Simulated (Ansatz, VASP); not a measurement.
**One calculation of HfN, two programs**

```
Hf N
1.0
     0.00000    3.03027    5.76211
     2.70426    0.00000    5.76211
     2.70426    3.03027    0.00000
Hf N
2 2
Direct
  0.64646 0.64646 0.35354
  0.35354 0.35354 0.64646
  0.00000 0.50000 0.50000
  0.50000 0.00000 0.00000
```

Alike in both runs: functional PBE; k mesh 12 × 12 × 12; occupations gaussian, width 0.1 eV; no spin polarisation.

Ansatz relaxed the structure, and its values are those at the end. VASP's run is a single point on that final structure, the one shown.

|  | VASP | Ansatz |
| --- | --- | --- |
| version | VASP 6.6.1 | Ansatz 0.2.0 |
| potentials or method | VASP PAW PBE potentials, release 64 (Hf_pv, N) | scalar-relativistic, plane waves, PAW |
| plane-wave cutoff (eV) | 520 | 420 |
| valence electrons in the cell | 30 | 62 |

```tsv
	VASP	Ansatz	Ansatz less VASP
gap on the k mesh at the Fermi level (eV)	none	none	-
pressure (GPa)	-0.4	0.0	+0.37
rms of the force components (eV/Å)	0.039	0.003	-0.0362
```

A gap of «none» marks a metal or a gap that the smearing closes. The two sets of potentials don't hold the same shells in valence.

Spin-orbit coupling is left out, which matters for the levels of Hf.
